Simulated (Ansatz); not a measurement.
**Sn: a sweep of the PAW cutoff**

One table from this session's results is given with a row withheld; the runs are named, their logs left out.

Program: Ansatz 0.2.0. Level of theory: DFT, PBEsol, PAW with Ansatz's default frozen-core files, scalar-relativistic. These are calculated values, not measurements.

## The structure to begin with

Symmetry: Immm, No. 71, orthorhombic system. The conventional cell has a = 3.453 Å, b = 3.551 Å, c = 4.677 Å, α = 90.00°, β = 90.00°, γ = 90.00°. Sn (site symmetry mmm) is surrounded by 12 Sn at 3.41 to 3.55 Å.

As a file:

```cif
data_structure
_symmetry_space_group_name_H-M 'P 1'
_symmetry_Int_Tables_number 1
_cell_length_a 3.4061
_cell_length_b 3.4061
_cell_length_c 3.4061
_cell_angle_alpha 119.085
_cell_angle_beta 117.163
_cell_angle_gamma 93.289
_cell_volume 28.67
loop_
_atom_site_label
_atom_site_type_symbol
_atom_site_fract_x
_atom_site_fract_y
_atom_site_fract_z
_atom_site_occupancy
Sn1 Sn 0.00000 0.00000 0.00000 1
```

Structure from a Materials Project entry, not relaxed further.

Set-up of the first run:

File input.yaml:

```yaml
crystal:
  lattice:
    - [-1.726539, 1.775547, 2.338342]
    - [1.726539, -1.775547, 2.338342]
    - [1.726539, 1.775547, -2.338342]
  atoms:
    - { symbol: Sn, position: [0.0, 0.0, 0.0] }
kpoints:
  mp_grid: { grid: [16, 16, 16] }
scf:
  occupations: { method: fermi_dirac, width: 0.03 }
hamiltonian:
  xc: pbesol
  pseudopotentials: { kind: paw }
output:
  forces: true
  stress: true
  eigenvalues: true
  efg: { contact_densities: true }
basis:
  ecutwfc: 200
```

Steps of the session up to this table: With PAW files, cutoff 200 eV; With PAW files, cutoff 250 eV; With PAW files, cutoff 300 eV; With PAW files, cutoff 500 eV; With PAW files, cutoff 800 eV.

One of the session's tables, all rows but one given; the rest of the session is left out.

```
cutoff (eV)  pressure (GPa)
        200           -3.83
        250               ?
        300           -3.41
        500           -3.58
        800           -3.58
```

**Question.** Estimate the row for cutoff (eV) = 250.

Worked estimate for «pressure (GPa)». A straight line through the neighbours (200, -3.83) and (300, -3.41) gives -3.83 + (-3.41 + 3.83) × (250 − 200) / (300 − 200) = -3.62; a parabola fitted to 3 rows on both sides gives -3.58.

**Answer.** pressure (GPa): -4.13. In «pressure (GPa)» the line misses by +0.51 and the parabola by +0.55. The values bend between the rows more than so simple an estimate can follow.

Energies are those extrapolated to zero smearing.

Caveats from the session: Warnings in the runs' records: gradients without spin orbit, cutoff below recommended.
